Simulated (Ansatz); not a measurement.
# GaN (wurtzite): the cost of one run

Method: DFT r2SCAN, scalar-relativistic, plane waves, PAW, in Ansatz 0.2.0.

## Step 1: The structure to begin with

It takes space group P6_3mc (No. 186, hexagonal). Conventional cell: a = 3.189 Å, b = 3.189 Å, c = 5.185 Å, α = 90.00°, β = 90.00°, γ = 120.00°. Around Ga (site symmetry 3m) lie 4 N at 1.95 Å. Around N (site symmetry 3m) lie 4 Ga at 1.95 Å.

Structure file:

```
CELL_PARAMETERS angstrom
3.18900 0.00000 0.00000
-1.59450 2.76176 0.00000
0.00000 0.00000 5.18500
ATOMIC_POSITIONS crystal
Ga 0.33333 0.66667 0.00000
Ga 0.66667 0.33333 0.50000
N 0.33333 0.66667 0.37700
N 0.66667 0.33333 0.87700
```

## Step 2: Relaxing cell and atoms: GaN (wurtzite), no spin

File input.yaml:

```yaml
crystal:
  lattice:
    - [3.189, 0.0, 0.0]
    - [-1.5945, 2.7617550127, 0.0]
    - [0.0, 0.0, 5.185]
  atoms:
    - { symbol: Ga, position: [0.3333333333, 0.6666666667, 0.0] }
    - { symbol: Ga, position: [0.6666666667, 0.3333333333, 0.5] }
    - { symbol: "N", position: [0.3333333333, 0.6666666667, 0.377] }
    - { symbol: "N", position: [0.6666666667, 0.3333333333, 0.877] }
scf:
  occupations: { method: fixed }
output:
  forces: true
  stress: true
  eigenvalues: true
hamiltonian:
  xc: r2scan
kpoints:
  mp_grid: { grid: [8, 8, 5] }
relax:
  f_tol: 0.003
  max_steps: 40
  cell: { stress_tol: 0.02 }
```

Command:

```bash
$ ansatz run input.yaml --threads 8 --pin off --max-ram 24576MiB --backend cpu --events-out ev --progress --plain --runs-dir out
```

**Question.** How long does this run take on 8 threads of Intel Xeon Platinum 8488C (Sapphire Rapids), shared host, and how much memory does it need?

About 8 s, with a peak of 0.55 GiB.
